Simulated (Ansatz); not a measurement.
# Co (P6_3/mmc) in Ansatz: a series of runs

One crystal, Co, is run at these levels: PBEsol; tasks: single point.

Program: Ansatz 0.2.0. These are calculated values, not measurements. Logs are shortened: lines on timing, memory, paths and dates and some standing lists are left out, and cuts for length are marked.

## (1) The undisturbed crystal

It takes space group P6_3/mmc (No. 194, hexagonal). Conventional cell: a = 2.472 Å, b = 2.472 Å, c = 4.021 Å, α = 90.00°, β = 90.00°, γ = 120.00°. Co (site symmetry -6m2) is surrounded by 12 Co at 2.47 Å.

## (2) Single point, PBEsol, collinear spin, ferromagnetic start, 10.64 Å³/atom (strain_z_fixed_volume = -0.04)

Contents of input.yaml:

```yaml
crystal:
  lattice:
    - [2.5229743363, 0.0, 0.0]
    - [-1.2614871681, 2.1849598683, 0.0]
    - [0.0, 0.0, 3.8602983168]
  atoms:
    - { symbol: Co, position: [0.6666666667, 0.3333333333, 0.75], spin: 2.0 }
    - { symbol: Co, position: [0.3333333333, 0.6666666667, 0.25], spin: 2.0 }
kpoints:
  mp_grid: { grid: [12, 12, 7] }
scf:
  occupations: { method: fermi_dirac, width: 0.05 }
hamiltonian:
  xc: pbesol
  pseudopotentials: { kind: all_electron, lapw: { basis_error: 0.001 } }
magnetization:
  spin_polarized: true
output:
  forces: true
  stress: true
  eigenvalues: true
```

Potentials or basis: all-electron LAPW, scalar-relativistic.

Run with:

```
ansatz run input.yaml --threads 2 --pin off --max-ram 6144MiB --backend cpu --events-out ev --progress --plain --runs-dir out
```

Standard output:

```text
Warning: RAYON_NUM_THREADS=2 ignored (pool sized by the plan → 2); use --threads N
LAPW: plane waves up to 9.303 Å⁻¹, error target 1.0e-3 eV per atom; small_component_spin mean_spin; Co in spheres of 1.209 Å, 17 of its electrons in bands, Dirac shells [] (how accurate: hamiltonian.pseudopotentials.lapw.basis_error, Limitations)
Engine: ansatz 0.2.0, aarch64-unknown-linux-gnu
Pseudopotentials: kind: all_electron
Pseudopotential: Co, LAPW, valence charge 17, lapw/all_electron/scalar/gaussian/Co, Koelling and Harmon's equation, gaussian nucleus
Functional definition: PBEsol
  exchange = pbesol_x
  correlation = pbesol_c
Crystal: 2 atoms, lattice volume = 21.280 Å³
Basis set: ecut = 329.744917204357 eV, 299 PW (Γ), exchange–correlation at level 2
Bands: 23, of which v1, the nominal top of the filled ones, is band 17 counted from 1 (16 counted from 0)
Symmetry: 24 space group operations
Space group: P63/mmc (ITA 194), of the structure as read, at distance tolerance 2.8e-5 Å
Magnetic group: BNS 194.263 (UNI 1493), of the structure as read, at distance tolerance 2.8e-5 Å
k-points: 76 of 1008
Non-local potential: Co, projectors of the file, none
Initial density: superposition of atomic densities (chi_scale 0.1, normalization cell)
Starting moments: Σ|m| = 4 μB on 2 of 2 sites
Initial wavefunctions: plane waves of lowest kinetic energy (no species holds an atomic orbital)
Functional: x = pbesol(κ = 0.804, μ = 0.12345679012345678), c = pbesol(β = 0.046)
iter 1 solved again at ethr=5.07e-5 eV; its pass at ethr=1.00e-1 eV (dr2=1.72e-2 eV) is discarded
SCF iter   1: F=—  HF=-75768.678206 eV  |F-HF|=—  |Δ(HF+E_count)|=         —  Δρ=1.94e-2 (↑1.91e-2 ↓1.94e-2)  dr2=1.73e-2  dr2_m=6.64e-2  M=3.225 μB ∫|m|=3.344 μB  β_m=0.30  ethr=5.07e-5  ⟨swp⟩=3.2  Hψ=26449  notcnv=0
Mixer restart at iter 1: flushing history
preconditioner: auto → none  [metal: Δε(μ)=0.029 eV  Ē_g=9.717 eV  σ=0.050 eV  W_gap=0.14  n_scr=8 (ndim 8)  ℏωp=34.2 eV  f_vac=0.000  D(μ)=1.82/eV (n_scr^D=22)  sad-step TF]
SCF iter   2: F=—  HF=-75768.743785 eV  |F-HF|=—  |Δ(HF+E_count)|=   6.56e-2  Δρ=1.39e-2 (↑1.33e-2 ↓1.39e-2)  dr2=1.08e-2  dr2_m=3.34e-2  M=3.216 μB ∫|m|=3.370 μB  β_m=0.44  ethr=5.07e-5  ⟨swp⟩=2.1  Hψ=9807  notcnv=0
SCF iter   3: F=—  HF=-75768.798671 eV  |F-HF|=—  |Δ(HF+E_count)|=   5.49e-2  Δρ=6.22e-3 (↑5.85e-3 ↓6.22e-3)  dr2=2.28e-3  dr2_m=6.15e-3  M=3.187 μB ∫|m|=3.405 μB  β_m=0.44  ethr=3.17e-5  ⟨swp⟩=2.9  Hψ=10490  notcnv=0
iter 4 solved again at ethr=4.81e-7 eV; its pass at ethr=6.71e-6 eV (dr2=1.63e-4 eV) is discarded
SCF iter   4: F=—  HF=-75768.816457 eV  |F-HF|=—  |Δ(HF+E_count)|=   1.78e-2  Δρ=1.69e-3 (↑1.26e-3 ↓1.69e-3)  dr2=1.63e-4  dr2_m=3.72e-4  M=3.180 μB ∫|m|=3.440 μB  β_m=0.72  ethr=4.81e-7  ⟨swp⟩=2.0  Hψ=17209  notcnv=0
SCF iter   5: F=—  HF=-75768.819277 eV  |F-HF|=—  |Δ(HF+E_count)|=   2.82e-3  Δρ=2.17e-4 (↑2.06e-4 ↓2.17e-4)  dr2=3.87e-7  dr2_m=8.51e-6  M=3.184 μB ∫|m|=3.472 μB  β_m=0.82  ethr=4.80e-7  ⟨swp⟩=3.0  Hψ=10803  notcnv=0
SCF iter   6: F=—  HF=-75768.819335 eV  |F-HF|=—  |Δ(HF+E_count)|=   5.81e-5  Δρ=2.41e-5 (↑2.41e-5 ↓1.64e-5)  dr2=8.73e-8  dr2_m=5.31e-8  M=3.184 μB ∫|m|=3.477 μB  β_m=0.89  ethr=1.14e-9  ⟨swp⟩=3.8  Hψ=11450  notcnv=0
SCF iter   7: F=—  HF=-75768.819336 eV  |F-HF|=—  |Δ(HF+E_count)|=   4.10e-7  Δρ=3.98e-6 (↑1.44e-6 ↓3.98e-6)  dr2=1.95e-9  dr2_m=1.10e-9  M=3.184 μB ∫|m|=3.477 μB  β_m=0.90  ethr=2.57e-10  ⟨swp⟩=3.0  Hψ=10153  notcnv=0
SCF iter   8: F=-75768.819336 eV  HF=-75768.819336 eV  |F-HF|=8.29e-10  |Δ(HF+E_count)|=   1.81e-8  Δρ=7.44e-7 (↑5.87e-7 ↓7.44e-7)  dr2=2.14e-11  dr2_m=7.29e-11  M=3.184 μB ∫|m|=3.477 μB  ethr=5.73e-12  ⟨swp⟩=2.8  Hψ=10462  notcnv=0
SCF 1 converged in 8 iterations: F = -75768.819336 eV  dr2 = 2.14e-11
SCF converged after 8 iterations
Magnetization: 3.1842 μB (18.5921 up, 15.4079 down)
Absolute magnetization: 3.4770 μB (∫|ρ↑−ρ↓|)
Spin contamination: 0.0488 ħ² per cell (⟨S²⟩ above its minimum at these occupations)
Per-site moments (μB) at R_I (Å): [(1.6466979554622885, 1.2090570120195847), (1.6466979554622885, 1.2090570120195847)]
Free energy (F): -75768.819336 eV
Harris-Foulkes:  -75768.819336 eV  (|F-HF|=8.29e-10)
Internal energy: -75768.805191 eV  (E = F + TS)
E sigma→0 (E₀):  -75768.812263 eV
Entropy (-TS):   -0.014145 eV (-7.072 meV/atom)
Fermi energy:    19.313194 eV
--- Per-component energies (eV) ---
  E_band       = -463.048607
  E_kinetic    = 76885.467713
  E_xc         = -3181.916066
  E_electrostatic = -149472.356838  (all electrons and nuclei)
  E_smearing   = -0.014145  (= −TS)
  E_closure    = 0.000000  (closes the sum)
  E_atoms      = -75750.878730  (free atoms, spherical and without spin; not in F)
  Σ components = -75768.819336   (vs F -75768.819336, Δ=0.00e0)
  Basis errors (estimates in eV, not in F): energy 2.3e-4 per atom: plane waves 2.2e-4 (1.1e-4 summed), levels above the bands 3.8e-86, relativity 7.0e-9, radial functions 1.3e-5, core shells 2.0e-9; eigenvalues (radial functions only) 7.4e-7; not estimated: angular momenta, meshes, grids; target (lapw.basis_error) 1.0e-3; muffin-tin radii Co 1.209 Å
--- Forces (eV/Å), atoms counted from 1 ---
  atom   1  Co    -0.00000000     0.00000000     0.00000000
  atom   2  Co    -0.00000000    -0.00000000    -0.00000000
  max |Σ_I F_I| component: 1.85e-17 eV/Å
--- Stress (GPa, compression-positive) ---
      -10.434873       0.000000       0.000000
        0.000000     -10.434873      -0.000000
       -0.000000      -0.000000       5.622416
  P = ⅓ Tr σ = -5.0824 GPa (-50.824 kbar)
--- Band table (eV; the first three rows and the last of 152) ---
  k-point 0 ↑: bands = ["-76.3974", "-76.3188", "-39.9620", "-39.6772", "-39.6772", "-39.6074", "-39.6074", "-39.5542", "10.1709", "14.0917", "16.6986", "16.6986", "16.9911", "17.0952", "17.0952", "17.2459", "17.2459", "18.6258", "18.6258", "19.7703", "26.6424", "40.4954", "42.7946"]
  k-point 1 ↑: bands = ["-76.3936", "-76.3227", "-39.9422", "-39.6738", "-39.6738", "-39.6109", "-39.6109", "-39.5747", "10.3970", "14.0697", "16.6003", "16.6003", "16.9228", "17.0131", "17.0131", "17.4362", "17.4362", "18.6258", "18.6258", "18.9050", "27.9257", "40.4498", "43.0013"]
  k-point 2 ↑: bands = ["-76.3827", "-76.3337", "-39.8864", "-39.6641", "-39.6641", "-39.6321", "-39.6206", "-39.6206", "11.0531", "13.8684", "16.4983", "16.4983", "16.7487", "16.8230", "16.8230", "17.4700", "17.7945", "17.7945", "18.5815", "18.5815", "30.7271", "40.2042", "41.9011"]
  k-point 75 ↓: bands = ["-74.3041", "-74.3041", "-37.9366", "-37.9366", "-37.8392", "-37.8060", "-37.6684", "-37.6684", "16.5482", "16.6376", "16.6656", "16.6656", "17.5808", "17.5808", "19.1238", "19.3716", "20.4301", "20.4301", "25.4579", "25.4579", "26.7140", "28.0411", "29.6512"]
```

Run time: 14 s. Hardware: 2 threads of Arm Neoverse V2, shared host; peak memory 0.51 GiB.

What came out:

| Quantity | Value |
| --- | --- |
| Free energy | -75768.8193 eV |
| Pressure | -5.1 GPa |
| Band gap on the k mesh | none (metal or under the smearing width) |
| Net moment | 3.18 μB per cell |
| Absolute moment | 3.48 μB per cell |
| Site moments | Co +1.65 μB |

## (3) Single point, PBEsol, collinear spin, ferromagnetic start, 10.64 Å³/atom (strain_z_fixed_volume = -0.02)

Edit input.yaml of step 2 so:

```diff
@@ -2,5 +2,5 @@
   lattice:
-    - [2.5229743363, 0.0, 0.0]
-    - [-1.2614871681, 2.1849598683, 0.0]
-    - [0.0, 0.0, 3.8602983168]
+    - [2.4970969924, 0.0, 0.0]
+    - [-1.2485484962, 2.1625494311, 0.0]
+    - [0.0, 0.0, 3.9407211984]
   atoms:
```

Potentials or basis: all-electron LAPW, scalar-relativistic.

Run with:

```
ansatz run input.yaml --threads 2 --pin off --max-ram 6144MiB --backend cpu --events-out ev --progress --plain --runs-dir out
```

Run time: 14 s. Hardware: 2 threads of Arm Neoverse V2, shared host; peak memory 0.51 GiB.

The run converged. Its results:

| Quantity | Value |
| --- | --- |
| Free energy | -75768.8504 eV |
| Pressure | -5.7 GPa |
| Band gap on the k mesh | none (metal or under the smearing width) |
| Net moment | 3.20 μB per cell |
| Absolute moment | 3.49 μB per cell |
| Site moments | Co +1.65 μB |
